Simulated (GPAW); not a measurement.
# Cr (Cmcm) in GPAW: equation of state

How stiff is Cr in PBEsol, and what volume does it want? The cell is scaled to several volumes.

Everything below comes from runs of GPAW 26.7.0. Logs are shortened: lines on timing, memory, paths and dates and some standing lists are left out, and cuts for length are marked. The log counts tension as positive stress, the text compression.

### 1 The crystal as given

It takes space group Cmcm (No. 63, orthorhombic). Conventional cell: a = 2.294 Å, b = 4.934 Å, c = 4.064 Å, α = 90.00°, β = 90.00°, γ = 90.00°. Cr (site symmetry m2m) is surrounded by 8 Cr at 2.29 to 2.62 Å.

This isn't the form of Cr at room conditions, which is bcc.

### 2 Equation of state, PBEsol, collinear spin, ferromagnetic start

File run.py:

```python
from ase import Atoms
from ase.eos import EquationOfState
from ase.io import Trajectory
from ase.units import GPa
from ase.parallel import parprint
from gpaw import GPAW, PW, setup_paths

setup_paths.insert(0, '.')

atoms = Atoms(['Cr', 'Cr'],
              cell=[[1.147050505, -2.46702512, 0.0],
                    [1.147050505, 2.46702512, 0.0],
                    [0.0, 0.0, 4.06431074]],
              scaled_positions=[[0.87053258, 0.12946742, 0.75],
                                [0.12946742, 0.87053258, 0.25]],
              pbc=True)
atoms.set_initial_magnetic_moments([3.0, 3.0])

traj = Trajectory('eos.traj', 'w')
volumes, energies = [], []
for x in [0.94, 0.96, 0.98, 1.0, 1.02, 1.04, 1.06]:
    a = atoms.copy()
    a.set_cell(atoms.cell * x**(1 / 3), scale_atoms=True)
    calc = GPAW(mode=PW(600),
                xc='PBEsol',
                kpts={'size': (13, 13, 7), 'gamma': True},
                occupations={'name': 'fermi-dirac', 'width': 0.05},
                nbands=17,
                convergence={'density': 1e-05, 'energy': 1e-05},
                maxiter=150,
                txt=f'eos-{x:.2f}.txt')
    a.calc = calc
    energies.append(a.get_potential_energy(force_consistent=True))
    volumes.append(a.get_volume())
    p = -a.get_stress()[:3].mean() / GPa
    calc.write(f'eos-{x:.2f}.gpw')
    traj.write(a)
    parprint(f'{x:.2f} {volumes[-1]:10.4f} A^3 {energies[-1]:14.6f} eV {p:9.3f} GPa', flush=True)

v0, e0, B = EquationOfState(volumes, energies, eos='birchmurnaghan').fit()
parprint(f'V0 = {v0:.4f} A^3, E0 = {e0:.6f} eV, B0 = {B / GPa:.2f} GPa')
```

Potentials or basis: PAW data sets generated in the run's folder for this functional, pw.

On the command line:

```sh
$ gpaw-setup -f PBEsol Cr
$ OMP_NUM_THREADS=1 mpirun -n 4 gpaw python run.py
```

What it wrote:

```text
__  _  _
 | _ |_)|_||  |
 |__||  | ||/\| - 26.7.0

Input parameters:
  mode=PW(ecut=600.0),
  convergence={'density': 1e-05, 'energy': 1e-05},
  kpts=MonkhorstPack(size=(13, 13, 7), gamma=True),
  maxiter=150,
  nbands=17,
  occupations=Occupations(name='fermi-dirac', width=0.05),
  xc=XC(name='PBEsol')

Diagonalizing LCAO Hamiltonian
Converting LCAO to pw mode

       Cr Cr

Atoms  # Å, Bohr magnetons
|   | symbol |        x |         y |        z |    initial magnetic moments |
|---|--------|----------|-----------|----------|-----------------------------|
| 0 |     Cr | 1.131548 | -1.803518 | 3.007036 | ( 0.0000,  0.0000,  3.0000) |
| 1 |     Cr | 1.131548 |  1.803518 | 1.002345 | ( 0.0000,  0.0000,  3.0000) |

Unit cell  # Å
| periodic |        x |         y |        z |  lengths |     angles |
|----------|----------|-----------|----------|----------|------------|
|      yes | 1.131548 | -2.433683 | 0.000000 | 2.683880 |  90.000000 |
|      yes | 1.131548 |  2.433683 | 0.000000 | 2.683880 |  90.000000 |
|      yes | 0.000000 |  0.000000 | 4.009381 | 4.009381 | 130.127582 |

Number of symmetries: 4
Symmetry operations  # r_c * U_cc + t_c -> r_c
|   | kind |            matrix            |
|---|------|------------------------------|
| 0 |  E   |  1, 0, 0,  0, 1, 0,  0, 0, 1 |
| 1 |  C2  |  0, 1, 0,  1, 0, 0,  0, 0,-1 |
| 2 |  σ   |  0,-1, 0, -1, 0, 0,  0, 0, 1 |
| 3 |  i   | -1, 0, 0,  0,-1, 0,  0, 0,-1 |

BZ-sampling:
  Number of BZ points: 1183
  Number of IBZ points: 322

  Monkhorst-Pack size: [13, 13, 7]
  Monkhorst-Pack shift: [0, 0, 0]

K-points  # in reciprocal-cell coordinates
|     |                                coordinates |     weight |
|-----|--------------------------------------------|------------|
|   0 | (  0.00000000,   0.00000000,   0.00000000) | 0.00084531 |
|   1 | (  0.00000000,   0.00000000,   0.14285714) | 0.00169062 |
|   2 | (  0.00000000,   0.00000000,   0.28571429) | 0.00169062 |
|   3 | (  0.00000000,   0.00000000,   0.42857143) | 0.00169062 |
|   4 | (  0.07692308,  -0.07692308,  -0.42857143) | 0.00169062 |
|   5 | (  0.07692308,  -0.07692308,  -0.28571429) | 0.00169062 |
|   6 | (  0.07692308,  -0.07692308,  -0.14285714) | 0.00169062 |
|   7 | (  0.07692308,  -0.07692308,   0.00000000) | 0.00169062 |
|   8 | (  0.07692308,  -0.07692308,   0.14285714) | 0.00169062 |
|   9 | (  0.07692308,  -0.07692308,   0.28571429) | 0.00169062 |
| ... |                                            |            |
| 321 | (  0.46153846,   0.46153846,   0.42857143) | 0.00338123 |

Plane wave coefficients: 758
Cutoff: 600.0 eV

Spin-components: 2 (collinear spins)
Bands:           17
Projectors:      12
Spin-degeneracy: 1
Datatype:        complex128

Parallelization:
  kpt:    4
  domain: 1
  band:   1

Density:
  Valence electrons: 12.0
  Components: 2
  Grid points: [16 16 24]
  Charge: 0.0  # |e|

Potential:
  Grid points: [16 16 24]

species:
  Cr:
    name:    Chromium
    Z:       24.0
    valence: 6
    core:    18
    charge:  0.0  # [|e|]
    compensation charges:
      type: gauss
      rc: 0.35  # [Å]
      lmax: 2
    cutoffs:
      filter: 2.14  # [Å]
      core: 3.04  # [Å]
    projectors
    | kind |    occ | energy [eV] | rcut [Å] |
    |------|--------|-------------|----------|
    |   4s |  1.000 |      -4.015 |    1.164 |
    |   4p |  0.000 |      -0.955 |    1.217 |
    |   3d |  5.000 |      -2.928 |    1.111 |
    |    s |        |      23.196 |    1.164 |
    |    p |        |      26.257 |    1.217 |
    |    d |        |      24.283 |    1.111 |

    Using partial waves for Cr as LCAO basis

Reference energy: -57106.248222  # eV

eigensolver:
  PPCG
  Converge bands: occupied
  niter=2

density mixing:
  MSR1-Mixer
  Pratt-step length: 0.05
  Maximum mixing coefficient: 0.75
  Old densities: 10
  SVD Regularization: 0.005
  Good broyden scale: 1.0
  Trust region scale: 1.0
  Backstep threshold: 4.0
  History deletion threshold: 6.0
  Fourier metric: weight=20.0, sigma=0.015

occupation numbers:
  Fermi-Dirac:
    width: 0.0500  # eV

poisson solver:
  ecut: 4800.0  # eV

xc functional:
  name: PBEsol with 2 nearest neighbor stencil

convergence criteria:
- Maximum integral of absolute [dens]ity change: 1e-05 electrons / valence electron
- Maximum [total energy] change in last 3 cyles: 1e-05 eV / valence electron
- Maximum integral of absolute [eigenst]ate change: 4e-08 eV^2 / valence electron
maximum number of iterations: 150

SCF iterations
|iter     | |      energy | eigst |  dens |  magmom |
|---------|-|-------------|-------|-------|---------|
|iter:   1| |  -17.826179 | +0.06 |       |  +5.9958|
|iter:   2| |  -17.909741 | -1.81 | -0.45 |  +5.8268|
|iter:   3| |  -19.218946 | -1.24 | -0.47 |  +2.6638|
|iter:   4| |  -19.479334 | -1.57 | -0.84 |  +0.0803|
|iter:   5| |  -19.499432 | -2.16 | -1.34 |  +0.2086|
|iter:   6| |  -19.504102 | -2.89 | -1.62 |  +0.0206|
|iter:   7| |  -19.507529 | -3.13 | -1.92 |  -0.0197|
|iter:   8| |  -19.507745 | -4.20 | -2.52 |  -0.0050|
|iter:   9| |  -19.507762 | -5.14 | -3.14 |  +0.0003|
|iter:  10| |  -19.507764c| -5.91 | -3.77 |  +0.0009|
|iter:  11| |  -19.507764c| -6.65 | -4.36 |  +0.0004|
|iter:  12| |  -19.507764c| -7.33 | -4.71 |  -0.0000|
|iter:  13| |  -19.507764c| -7.78c| -5.27c|  +0.0000|

Converged in 13 steps
Energy contributions relative to reference atoms: (reference = -57106.248222)

Energy contributions:
  Kinetic:         -18.991471
  Coulomb:           9.501960
  Zero:              0.453324
  External:          0.000000
  Xc:              -10.460069
  Entropy:          -0.023017
  Spinorbit:         0.000000
  ----------------------------
  Free energy:     -19.519273
  Extrapolated:    -19.507764

dipole moment: (0.000025, 0.000000, 0.000044)  # |e|*Ang

Total magnetic moment: (0.000000, 0.000000, 0.000001)

Local magnetic moments
|        x |        y |        z |
|----------|----------|----------|
| 0.000000 | 0.000000 | 0.000001 |  # Cr   0
| 0.000000 | 0.000000 | 0.000001 |  # Cr   1

Fermi level: 11.778
Eigenvalues  # (at kpt = [0.000, 0.000, 0.000])
| band index |      eig [eV] | occ [0-1] |      eig [eV] | occ [0-1] |
|------------|---------------|-----------|---------------|-----------|
|          0 |         3.865 |     1.000 |         3.865 |     1.000 |
|          1 |         7.301 |     1.000 |         7.301 |     1.000 |
|          2 |         9.538 |     1.000 |         9.538 |     1.000 |
|          3 |         9.774 |     1.000 |         9.774 |     1.000 |
|          4 |        10.875 |     1.000 |        10.875 |     1.000 |
|          5 |        11.935 |     0.041 |        11.935 |     0.041 |
|          6 |        12.805 |     0.000 |        12.805 |     0.000 |
|          7 |        12.843 |     0.000 |        12.843 |     0.000 |
|          8 |        12.936 |     0.000 |        12.936 |     0.000 |
|          9 |        13.517 |     0.000 |        13.517 |     0.000 |
|         10 |        13.678 |     0.000 |        13.678 |     0.000 |
|         11 |        14.510 |     0.000 |        14.510 |     0.000 |
|         12 |        22.076 |     0.000 |        22.076 |     0.000 |
|        ... |               |           |               |           |
|         16 |        23.848 |     0.000 |        23.848 |     0.000 |

No gap
No difference between direct/indirect transitions

Stress tensor  # eV/Ang^3
|         x |         y |         z |
|-----------|-----------|-----------|
| -0.040907 |  0.000000 |  0.000000 |
|  0.000000 | -0.034003 | -0.000000 |
|  0.000000 | -0.000000 | -0.077400 |

# Writing to eos-0.96.gpw (mode='')
```

Run time: 6.3 min. Hardware: 4 MPI ranks of Arm Neoverse V1, shared host; peak memory 0.33 GiB.

Results:

* Equilibrium volume: 11.40 Å³/atom
* Bulk modulus at fixed shape and positions: 258 GPa
* Pressure derivative of the bulk modulus: 4.2

Energy against volume, from the lowest point:
```
volume (Å³/atom)  energy (meV/atom)
          10.811              25.77
          11.041               8.65
          11.271               0.37
          11.501               0.00
          11.731               6.80
          11.961              20.01
          12.191              38.99
```

Caveat: the cell was scaled at fixed shape and fractional positions, which overstates the stiffness of a crystal with free parameters, most of all of layers and chains.
